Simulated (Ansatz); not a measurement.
Runs of Ansatz 0.2.0 on CoO. It takes space group I4/mmm (No. 139, tetragonal). The conventional cell has a = 3.016 Å, b = 3.016 Å, c = 4.215 Å, α = 90.00°, β = 90.00°, γ = 90.00°. Co (site symmetry 4/mmm) is surrounded by 6 O at 2.11 to 2.13 Å. Around O (site symmetry 4/mmm) lie 6 Co at 2.11 to 2.13 Å. 

```tsv
task	level	U	cell	k mesh	cutoff (eV)	atoms under strain	points for each segment of the path	hubbard projectors	double counting	gap on the mesh (eV)	pressure (GPa)	moment (μB)	relaxed volume (Å³/atom)
elastic constants	r2SCAN	-	as given	10 × 10 × 10	500	relaxed	-	-	-	0.34	0.3	3.00	-
relaxation of cell and atoms	BLYP	-	relaxed	12 × 12 × 12	420	-	-	-	-	none	0.0	2.88	(b)
band structure	PBEsol+U	Co d U = 3.5 eV	as given	12 × 12 × 12	420	-	14	ortho-atomic (the default)	fll (the default)	(a)	1.4	3.00	-
relaxation of cell and atoms	LDA	-	relaxed	12 × 12 × 12	420	-	-	-	-	none	0.0	(c)	8.51
```

Alike in all rows: potentials or basis Ansatz PAW; spin collinear, ferromagnetic start; smearing fermi-dirac 0.05 eV.

Q: Estimate the missing entries.

A: (a) 1.13; (b) 10.12; (c) 2.29.

Caveats: a cell with one magnetic atom can't hold antiferromagnetic order, which such compounds often take; the PAW data sets come from PBE, with cores solved anew for the run's functional, which leaves a small shift of forces and pressure; the magnetic or orbital state may not be the lowest (some runs); the plane-wave basis is chosen anew once the cell has moved, so the energies of steps on either side of that aren't comparable (some runs); semilocal functionals often make such compounds metallic where correlation or magnetic order opens a gap, which also shifts bond lengths (some runs); the volume moved by -11 % from the deposited cell, more than functionals usually miss (some runs).

A k mesh can miss the band edges.

A gap of «none» marks a metal or a gap under the smearing width.

Runs at the PBE level aren't shown here.
